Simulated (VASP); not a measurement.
# MoS2 (R-3m) in VASP: notebook, part 2 of 2

VASP 6.6.1. Earlier steps stand in the parts before.

## 3. Single point, PBEsol

Input file INCAR:

```
SYSTEM = MoS2
ALGO = Fast ; EDIFF = 1E-6
ENCUT = 500 ; GGA = PS
ISIF = 2 ; ISMEAR = 0
LASPH = .True. ; LCHARG = .True.
LELF = .True. ; LREAL = .False.
LVHAR = .True. ; LWAVE = .False.
NELM = 100 ; PREC = Accurate
SIGMA = 0.1
```

Input file KPOINTS:

```
k-points
0
Gamma
  10 10 10
  0 0 0
```

Input file POSCAR:

```
MoS2
1.0
    1.5855000000      0.9153888518      6.1149966667
   -1.5855000000      0.9153888518      6.1149966667
    0.0000000000     -1.8307777036      6.1149966667
Mo S
1 2
Cartesian
    0.0000000000      0.0000000000      0.0000000000
    0.0000000000      0.0000000000      4.5862475000
    0.0000000000      0.0000000000     13.7587425001
```

Potentials or basis: VASP PAW PBE potentials, release 64 (Mo, S).

Command:

```sh
cat potpaw_PBE.64/Mo/POTCAR potpaw_PBE.64/S/POTCAR > POTCAR
mpirun -np 1 vasp_std > vasp.out
```

OUTCAR:

```text
SYSTEM = MoS2
   EDIFF = 1E-6
   ENCUT = 500
   GGA = PS
   ISIF = 2
   ISMEAR = 0
   LASPH = .True.
   LREAL = .False.
   NELM = 100
   PREC = Accurate

 ion  position               nearest neighbor table
   1  0.000  0.000  0.000-   3 2.39   2 2.39   3 2.39   3 2.39   2 2.39   2 2.39
   2  0.250  0.250  0.250-   1 2.39   1 2.39   1 2.39
   3  0.750  0.750  0.750-   1 2.39   1 2.39   1 2.39

  LATTYP: Found a trigonal (rhomboedric) cell.
 ALAT       =     6.3831756386
 COS(alpha) =     0.8766074614

  Lattice vectors:

 A1 = (   1.5855000000,   0.9153888518,   6.1149966667)
 A2 = (  -1.5855000000,   0.9153888518,   6.1149966667)
 A3 = (   0.0000000000,  -1.8307777036,   6.1149966667)

Analysis of symmetry for initial positions (statically):
=====================================================================
 Subroutine PRICEL returns:
 Original cell was already a primitive cell.

 Routine SETGRP: Setting up the symmetry group for a
 trigonal (rhombohedral) supercell.

 Subroutine GETGRP returns: Found 12 space group operations
 (whereof 12 operations were pure point group operations)
 out of a pool of 12 trial point group operations.

[... 175 lines left out ...]
      1      -9.1866      2.00000
      2      -7.6144      2.00000
      3      -1.1164      2.00000
      4       1.7711      2.00000
      5       1.7711      2.00000
      6       4.3013      2.00000
      7       4.7281      2.00000
      8       4.9286      2.00000
      9       4.9286      2.00000
     10       5.8514      1.99771
     11       5.8514      1.99771
     12       9.3864      0.00000
     13       9.3864      0.00000
[... 354 lines left out ...]
  band No.  band energies     occupation
      1      -7.4972      2.00000
      2      -7.2976      2.00000
      3      -0.1628      2.00000
      4       0.4391      2.00000
      5       1.1778      2.00000
      6       1.8064      2.00000
      7       2.9862      2.00000
      8       3.3112      2.00000
      9       5.0713      2.00000
     10       6.3619      0.00003
     11       7.3777      0.00000
     12       8.9549      0.00000
     13      10.4508      0.00000

 [... further k-points ...]
[... 5 lines left out ...]
  --------------------------------------------------------------------------------------
  -------------------------------------------------------------------------------------
  Total        0.4154189      0.4154189      2.3654480      0.0000000      0.0000000      0.0000000
  in kB       12.4990655     12.4990655     71.1712593      0.0000000      0.0000000      0.0000000
  external PRESSURE =      32.0564634 kB  Pullay stress =       0.0000000 kB

 VOLUME and BASIS-vectors are now :
 -----------------------------------------------------------------------------
  energy-cutoff  :      500.00
  volume of cell :       53.25
      direct lattice vectors                 reciprocal lattice vectors
     1.585500000  0.915388852  6.114996667     0.315357931  0.182071986  0.054510796
    -1.585500000  0.915388852  6.114996667    -0.315357931  0.182071986  0.054510796
     0.000000000 -1.830777704  6.114996667     0.000000000 -0.364143973  0.054510796

 POSITION                                       TOTAL-FORCE (eV/Angst)
 -----------------------------------------------------------------------------------
      0.00000      0.00000      0.00000         0.000000      0.000000     -0.000000
      0.00000      0.00000      4.58625         0.000000     -0.000000     -0.851810
      0.00000      0.00000     13.75874         0.000000      0.000000      0.851810
 -----------------------------------------------------------------------------------
    total drift:                                0.000000      0.000000      0.000000

  FREE ENERGIE OF THE ION-ELECTRON SYSTEM (eV)
  ---------------------------------------------------
  free  energy   TOTEN  =       -22.5554557519 eV

  energy  without entropy=      -22.5520643555  energy(sigma->0) =      -22.55376005
```

OSZICAR:

```text
N       E                     dE             d eps       ncg     rms          rms(c)
DAV:   1     0.849044957609E+02    0.84904E+02   -0.79223E+03  3016   0.117E+03
DAV:   2    -0.176110560858E+02   -0.10252E+03   -0.97535E+02  3822   0.238E+02
DAV:   3    -0.240160516369E+02   -0.64050E+01   -0.62711E+01  3923   0.587E+01
DAV:   4    -0.241267334465E+02   -0.11068E+00   -0.11051E+00  3599   0.854E+00
DAV:   5    -0.241287338575E+02   -0.20004E-02   -0.20001E-02  3937   0.115E+00    0.268E+01
RMM:   6    -0.229415274316E+02    0.11872E+01   -0.47705E+00  3069   0.134E+01    0.919E+00
RMM:   7    -0.226547759450E+02    0.28675E+00   -0.11279E+00  3020   0.795E+00    0.784E+00
RMM:   8    -0.225578816220E+02    0.96894E-01   -0.61418E-01  3179   0.525E+00    0.106E+00
RMM:   9    -0.225544707182E+02    0.34109E-02   -0.74670E-02  3296   0.268E+00    0.878E-01
RMM:  10    -0.225555211418E+02   -0.10504E-02   -0.18692E-02  3447   0.951E-01    0.156E-01
RMM:  11    -0.225555063361E+02    0.14806E-04   -0.19907E-03  3302   0.395E-01    0.854E-02
RMM:  12    -0.225554411308E+02    0.65205E-04   -0.90808E-04  3350   0.194E-01    0.330E-02
RMM:  13    -0.225554528099E+02   -0.11679E-04   -0.14631E-04  3577   0.904E-02    0.974E-03
RMM:  14    -0.225554551531E+02   -0.23432E-05   -0.35513E-05  3650   0.389E-02    0.128E-02
RMM:  15    -0.225554557519E+02   -0.59876E-06   -0.57317E-06  2938   0.183E-02
   1 F= -.22555456E+02 E0= -.22553760E+02  d E =-.339140E-02
```

Wall time 3.8 min (1 thread of Intel Xeon Platinum 8259CL at 2.50GHz (Skylake/Cascade Lake), shared host); peak memory 0.36 GiB.

What came out:

```yaml
Free_energy: -22.5555 eV
Pressure: 3.2 GPa
Largest_force: 0.852 eV/Å
Band_gap_on_the_k_mesh: none (metal or under the smearing width)
```

Forces on the atoms (eV/Å):
```
Mo   0.000  0.000  0.000
S    0.000  0.000 -0.852
S    0.000  0.000  0.852
```

Caveat: the PAW data sets were made with another functional, which shifts forces and pressure a little; the cell's inner coordinates are idealised or old, which leaves forces on the atoms.

## 4. Single point, PBEsol

Input file run.py:

```python
from ase import Atoms
from ase.calculators.vasp import Vasp
from ase.dft.bandgap import bandgap

atoms = Atoms(
    ['Mo', 'S', 'S'],
    cell=[[1.5855, 0.9153888518, 6.1149966667], [-1.5855, 0.9153888518, 6.1149966667], [0.0, -1.8307777036, 6.1149966667]],
    scaled_positions=[[0.0, 0.0, 0.0], [0.25, 0.25, 0.25], [0.75, 0.75, 0.75]],
    pbc=True,
)
calc = Vasp(
    directory='calc',
    xc='pbesol',
    pp='PBE',
    setups='minimal',
    prec='Accurate',
    encut=500,
    ediff=1e-06,
    ismear=0,
    sigma=0.1,
    lreal=False,
    lasph=True,
    nelm=60,
    algo='Normal',
    isif=2,
    lwave=False,
    lcharg=False,
    kpts=[10, 10, 10],
    gamma=True,
    nbands=16,
)
atoms.calc = calc

print('energy (eV):', atoms.get_potential_energy())
print('free energy (eV):', atoms.get_potential_energy(force_consistent=True))
print('forces (eV/A):')
print(atoms.get_forces())
print('stress (eV/A^3, Voigt):', atoms.get_stress())
print('Fermi level (eV):', calc.get_fermi_level())
gap, top, bottom = bandgap(calc)
print('band gap (eV):', gap, 'from (spin, k, band)', top, 'to', bottom)
```

Command:

```sh
python run.py
```

Wall time 4.5 min (1 thread of Intel Xeon Platinum 8259CL at 2.50GHz (Skylake/Cascade Lake), shared host); peak memory 0.37 GiB.

It converged, with:

```
Free energy            : -22.5555 eV
Pressure               : 3.2 GPa
Largest force          : 0.854 eV/Å
Band gap on the k mesh : none (metal or under the smearing width)
```

Forces on the atoms (eV/Å):
```
Mo   0.000  0.000  0.000
S    0.000  0.000 -0.854
S    0.000  0.000  0.854
```

Stress tensor (GPa, compression positive):
```
1.24 0.00 0.00
0.00 1.24 0.00
0.00 0.00 7.14
```

Levels at points of the mesh, in eV from the Fermi level:
```tsv
k point	band 6	band 7	band 8	band 9	band 10	band 11	band 12	band 13
(0.00, 0.00, 0.00)	-1.77	-1.34	-1.14	-1.14	-0.22	-0.22	3.32	3.32
(0.50, 0.00, 0.00)	-4.42	-2.93	-2.03	-1.63	0.93	1.86	3.33	4.06
(0.50, 0.50, 0.00)	-4.35	-2.93	-2.34	-1.84	0.93	1.64	3.78	4.72
(0.50, 0.50, 0.50)	-3.95	-1.13	-1.13	-0.32	-0.32	-0.13	3.44	3.44
```

Caveat: the PAW data sets were made with another functional, which shifts forces and pressure a little; the cell's inner coordinates are idealised or old, which leaves forces on the atoms.

## 5. The reference run

An earlier run on the cell as given: functional PBE; potentials or basis VASP PAW PBE potentials, release 64 (Mo_sv, S); cutoff 520 eV; k mesh 10 × 10 × 10; occupations fermi-dirac, width 0.05 eV; no spin polarisation.

* Pressure: 7.8 GPa
* Largest force: 0.994 eV/Å
* Band gap on the k mesh: none (metal or under the smearing width)

## 6. Summary

| task | level | potentials or basis | cell | cutoff (eV) | smearing | gap on the mesh (eV) | pressure (GPa) | largest force (eV/Å) |
| --- | --- | --- | --- | --- | --- | --- | --- | --- |
| relaxation of cell and atoms | PBE+D2 | VASP PAW PBE potentials, release 64 (Mo_sv, S) | relaxed | 600 | fermi-dirac 0.05 eV | none | 0.1 | 0.01 |
| single point | PBEsol | VASP PAW PBE potentials, release 64 (Mo, S) | as given | 500 | gaussian 0.1 eV | none | 3.2 | 0.85 |
| single point | PBE | VASP PAW PBE potentials, release 64 (Mo_sv, S) | as given | 520 | fermi-dirac 0.05 eV | none | 7.8 | 0.99 |

Alike in all rows: no spin polarisation; k mesh 10 × 10 × 10.

Caveats: the cell's inner coordinates are idealised or old, which leaves forces on the atoms (some runs); atom-pairwise D2, TS and ULG terms overbind metals (some runs); pairwise dispersion overbinds metals, which lowers pressure and volume (some runs); the PAW data sets were made with another functional, which shifts forces and pressure a little (some runs).

Total energies depend on the potentials used, so only differences within one code and one set of settings carry meaning.
